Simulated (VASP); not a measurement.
Set up this calculation in VASP 6.6.1, as the native input.

- Task: single point
- Functional: PBE
- Potentials or basis: VASP PAW PBE potentials, release 64 (Cd, O)
- Cutoff: 520 eV
- k mesh: 10 × 10 × 10
- Occupations: gaussian, width 0.015 eV
- Spin: no spin polarisation
- Further INCAR settings: ALGO = Normal; EDIFF = 1e-06

The structure of CdO (Monteponite) lies in POSCAR:

```
CdO
1.0
    0.0000000000      2.3495000000      2.3495000000
    2.3495000000      0.0000000000      2.3495000000
    2.3495000000      2.3495000000      0.0000000000
Cd O
1 1
Direct
    0.0000000000      0.0000000000      0.0000000000
    0.5000000000      0.5000000000      0.5000000000
```

One way to write it, as run:

INCAR

```
ALGO = Normal
EDIFF = 1E-6
ENCUT = 520
GGA = PE
ISIF = 2
ISMEAR = 0
LASPH = T
LCHARG = F
LREAL = F
LWAVE = F
NELM = 80
PREC = Accurate
SIGMA = 0.015
```

KPOINTS

```
k-points
0
Gamma
  10 10 10
```

Potentials or basis: VASP PAW PBE potentials, release 64 (Cd, O).

Command:

```bash
$ cat potpaw_PBE.64/Cd/POTCAR potpaw_PBE.64/O/POTCAR > POTCAR
$ mpirun -np 1 vasp_std > vasp.out
```

Results of the run:

```
Pressure               : 7.6 GPa
Band gap on the k mesh : none (metal or under the smearing width)
```

Caveat: this crystal is a semiconductor, whose small gap the functional closes, so the metal is an error of the method.

Wall time 8.8 s on 1 thread of AMD EPYC 9R45 96-Core Processor (Zen 5), on a shared host, peak memory 0.13 GiB.
